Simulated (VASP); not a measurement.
Here is a VASP 6.6.1 calculation.

The input INCAR:

```
PREC     = Accurate       # precision mode
ENCUT    = 520            # plane-wave cutoff, eV
EDIFF    = 1E-7           # SCF threshold, eV
ISMEAR   = -1             # smearing method
SIGMA    = 0.1            # smearing width, eV
LREAL    = False          # projectors in reciprocal space
LASPH    = True           # aspherical terms in the spheres
NELM     = 60             # most SCF steps
ALGO     = Fast           # electronic algorithm
ISIF     = 2              # what is computed and relaxed
LWAVE    = False          # write WAVECAR
LCHARG   = False          # write CHGCAR
GGA      = B5             # functional
ALDAX    = 1.0          
AGGAX    = 1.0          
AGGAC    = 1.0          
ALDAC    = 0.0          
NBANDS   = 25             # bands
```

Contents of KPOINTS:

```
Automatic mesh
0
Gamma
  9 9 13
```

File POSCAR:

```
Zn
1.0
    4.8986824272      0.0000000000      0.0000000000
   -2.4493412136      4.2423834270      0.0000000000
    0.0000000000      0.0000000000      2.7550205349
Zn
3
Direct
    0.0000000000      1.0000000000      1.0000000000
    0.3333333333      0.6666666667      0.5000000000
    0.6666666667      0.3333333333      0.5000000000
```

Potentials or basis: VASP PAW PBE potentials, release 64 (Zn).

Command:

```console
$ cat potpaw_PBE.64/Zn/POTCAR > POTCAR
$ mpirun -np 1 vasp_std > vasp.out
```

(1) Estimate the band gap on the k mesh.

(2) Predict the pressure.

## Answers

(1) none (metal or under the smearing width).

(2) -1.8 GPa.

Caveat: the PAW data sets were made with another functional, which shifts forces and pressure a little.
